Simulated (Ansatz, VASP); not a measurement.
Ir in VASP and in Ansatz

```xyz
1
Lattice="0.0000 1.9151 1.9151 1.9151 0.0000 1.9151 1.9151 1.9151 0.0000" Properties=species:S:1:pos:R:3 pbc="T T T"
Ir    0.0000    0.0000    0.0000
```

Alike in both runs: functional PBEsol; k mesh 18 × 18 × 18; occupations gaussian, width 0.1 eV; no spin polarisation.

Ansatz relaxed the structure, and its values are those at the end. VASP's run is a single point on that final structure, the one shown.

|  | VASP | Ansatz |
| --- | --- | --- |
| version | VASP 6.6.1 | Ansatz 0.2.0 |
| potentials or method | VASP PAW PBE potentials, release 64 (Ir) | scalar-relativistic, plane waves, PAW |
| plane-wave cutoff (eV) | 520 | 420 |
| valence electrons in the cell | 9 | 17 |

Ansatz gave:

```
gap on the k mesh at the Fermi level (eV) : none
pressure (GPa)                            : 0.0
```

What did VASP give for the same quantities?

gap on the k mesh at the Fermi level (eV): none; pressure (GPa): 1.0.

A gap of «none» marks a metal or a gap that the smearing closes. The two sets of potentials don't hold the same shells in valence.

Caveats: the PAW data sets were made with another functional, which shifts forces and pressure a little (VASP). Spin-orbit coupling is left out, which matters for the levels of Ir.
